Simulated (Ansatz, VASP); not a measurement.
## CdSe in VASP and in Ansatz

The input INCAR:

```
SYSTEM = CdSe
ALGO = Fast ; EDIFF = 1E-7
EDIFFG = -0.002 ; ENCUT = 600
GGA = PE ; IBRION = 2
ISIF = 3 ; ISMEAR = 0
LASPH = .True. ; LCHARG = .False.
LREAL = .False. ; LWAVE = .False.
NELM = 100 ; NSW = 100
PREC = Accurate ; SIGMA = 0.02
```

KPOINTS

```
k-points
0
Gamma
  10 10 10
  0 0 0
```

File POSCAR:

```
CdSe
1.0
    0.0000000000      3.0500000000      3.0500000000
    3.0500000000      0.0000000000      3.0500000000
    3.0500000000      3.0500000000      0.0000000000
Cd Se
1 1
Direct
    0.0000000000      0.0000000000      0.0000000000
    0.2500000000      0.2500000000      0.2500000000
```

Input for Ansatz:

```yaml
crystal:
  lattice:
    - [0.0, 3.05, 3.05]
    - [3.05, 0.0, 3.05]
    - [3.05, 3.05, 0.0]
  atoms:
    - { symbol: Cd, position: [0.0, 0.0, 0.0] }
    - { symbol: Se, position: [0.25, 0.25, 0.25] }
basis:
  ecutwfc: 420
kpoints:
  mp_grid: { grid: [10, 10, 10] }
hamiltonian:
  xc: pbe
  pseudopotentials: { kind: paw, azcp: { folder: soft_1 } }
scf:
  occupations: { method: gaussian, width: 0.02 }
output:
  forces: true
  stress: true
  eigenvalues: true
relax:
  adjacent_minimum: "off"
  f_tol: 0.002
  max_steps: 80
  cell: { stress_tol: 0.02 }
```

The cell was built by a generator and needn't be a form met in nature.

Alike in both runs: task relaxation of cell and atoms; functional PBE; k mesh 10 × 10 × 10; occupations gaussian, width 0.02 eV; no spin polarisation.

```csv
,VASP,Ansatz
version,VASP 6.6.1,Ansatz 0.2.0
potentials or method,"VASP PAW PBE potentials, release 64 (Cd, Se)","scalar-relativistic, plane waves, PAW"
plane-wave cutoff (eV),600,420
valence electrons in the cell,18,36
```

```csv
,VASP,Ansatz,Ansatz less VASP
"gap on the k mesh at the Fermi level, each at its own relaxed structure (eV)",0.48,0.49,+0.010
relaxed volume (Å³/atom),29.87,29.74,-0.131
relaxed cell length with the largest relative difference (Å),4.388,4.382,-0.0064
energy change over the relaxation (meV/atom),-12,-10,+2.1
```

The two sets of potentials don't hold the same shells in valence.
